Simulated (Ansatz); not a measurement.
Cubic perovskite BaSnO3, treated with r²SCAN-D4 in Ansatz (plane waves, PAW).

Numerical settings: plane-wave cutoff 560 eV, 8×8×8 k mesh, Fermi–Dirac smearing 0.01 eV, scalar-relativistic PAW data made under PBE.

Computed at the level's own relaxed cell.

Question: Give the computed equilibrium volume per atom, lattice constant a, band gap and smallest direct gap on the k points sampled.

Answer: 
equilibrium volume per atom: 14.01 Å³/atom
lattice constant a: 4.123 Å
band gap: 1.65 eV
smallest direct gap on the k points sampled: 2.12 eV

Measured, for comparison: band gap 2.95 eV (temperature not stated, no zero-point or thermal correction, indirect, from the absorption edge of a single crystal; as tabulated in Kim et al. (2012), arXiv:1207.0764); equilibrium volume per atom 13.95 Å³/atom, lattice constant a 4.116 Å (temperature not stated, no zero-point or thermal correction; as tabulated in Lee et al. (2017), arXiv:1707.09778). Computed (rounded) less measured: equilibrium volume per atom +0.4 %, lattice constant a +0.2 %.

Spin–orbit coupling is not included.

The computed numbers hold no vibrational or temperature effects.

The result took around 2.2 core-minutes (rough).

Ansatz is a first-principles code.
